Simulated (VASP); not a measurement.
A run of VASP 6.6.1 is set up as follows.

The input INCAR:

```
PREC = Accurate ; ENCUT = 520
EDIFF = 1E-7 ; ISMEAR = 0
SIGMA = 0.1 ; LREAL = False
LASPH = True ; NELM = 100
ALGO = Fast ; ISIF = 2
LWAVE = False ; LCHARG = False
GGA = PS ; NBANDS = 13
```

The input KPOINTS:

```
regular mesh
0
Gamma
  18 18 18
```

POSCAR

```
Pb
1.0
    2.3157110336      1.3369763886      1.7324636753
   -2.3157110336      1.3369763886      1.7324636753
    0.0000000000     -2.6739527772      1.7324636753
Pb
1
Direct
    0.5000000000      0.5000000000      0.5000000000
```

Potentials or basis: VASP PAW PBE potentials, release 64 (Pb_d).

Run with:

```bash
$ cat potpaw_PBE.64/Pb_d/POTCAR > POTCAR
$ mpirun -np 1 vasp_std > vasp.out
```

What does it give for the band gap on the k mesh?

None (metal or under the smearing width).

What does it give for the pressure?

-0.1 GPa.

Caveat: the PAW data sets were made with another functional, which shifts forces and pressure a little. The run has no spin-orbit coupling, so splittings on Pb are missing.
